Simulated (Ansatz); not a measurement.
**Structures of BaTiO3: which is lowest?**

Plane-wave DFT in Ansatz with scalar-relativistic PAW potentials, cutoff 420 eV, Γ-centred meshes chosen by cell and gap, Gaussian smearing with energies taken to zero width. Every cell was relaxed (cell and atoms) in a run of its own, within the symmetry of its start. Functional: PBE+D3(BJ).

Relaxed structures (starts from databases or built by putting these elements on another compound's sites):
A. P4mm, 5 atoms in the computed cell, a = 3.973 Å, c = 4.094 Å; sites (symmetry × multiplicity) Ba 4mm × 1, Ti 4mm × 1, O 2mm. × 2 + 4mm × 1; start: database
B. R3m, 5 atoms in the computed cell, a = 5.673 Å, c = 6.983 Å; sites (symmetry × multiplicity) Ba 3m × 3, Ti 3m × 3, O .m × 9; start: database

Problem. Rank them by energy. Could pressure change the order?

Solution.
| structure | group | E − E(lowest) (meV/atom) | V (Å³/atom) | gap on mesh (eV) |
| --- | --- | --- | --- | --- |
| B | R3m | 0.0 | 12.98 | 2.44 |
| A | P4mm | 1.7 | 12.93 | 1.87 |

B and A are level within the 2 meV/atom that separate runs leave open. The two lowest differ in volume by under 3 %, too little for a first-order estimate of what pressure does to that pair (other pairs aren't weighed here). Other structures may lie lower than all of these, and vibrations aren't counted.

Spin-orbit coupling is left out, which matters for the bands of heavy elements.